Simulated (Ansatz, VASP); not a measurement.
## CsPbCl3 in VASP and in Ansatz

```
CELL_PARAMETERS angstrom
4.00316 2.31122 3.29556
-4.00316 2.31122 3.29556
0.00000 -4.62245 3.29556
ATOMIC_POSITIONS crystal
Cs 0.50000 0.50000 0.50000
Pb 0.00000 0.00000 0.00000
Cl 0.50000 0.01860 0.98140
Cl 0.01860 0.98140 0.50000
Cl 0.98140 0.50000 0.01860
```

The cell comes from a database or a generator and needn't be the stable form of this composition.

Alike in both runs: task single point; functional PBE; k mesh 3 × 3 × 3; occupations gaussian, width 0.1 eV; no spin polarisation.

```csv
,VASP,Ansatz
version,VASP 6.6.1,Ansatz 0.2.0
potentials or method,"VASP PAW PBE potentials, release 64 (Cs_sv, Pb_d, Cl)","scalar-relativistic, plane waves, PAW"
plane-wave cutoff (eV),520,420
valence electrons in the cell,44,44
```

|  | VASP | Ansatz | Ansatz less VASP |
| --- | --- | --- | --- |
| gap on the k mesh at the Fermi level (eV) | 3.99 | 3.98 | -0.008 |
| least direct gap on the mesh (eV) | 3.99 | 3.98 | -0.008 |
| pressure (GPa) | 0.4 | 0.5 | +0.05 |
| rms of the force components (eV/Å) | 0.018 | 0.018 | -0.0003 |

Atom by atom the forces differ by 0.000 eV/Å (rms over components). With one functional, cell and mesh, what is left measures potentials, basis and numerics.

Caveats: spin-orbit coupling is left out, which as a rule narrows the gap of such compounds by several tenths of an eV; an odd mesh through Γ misses points on the zone boundary, where band edges often lie.
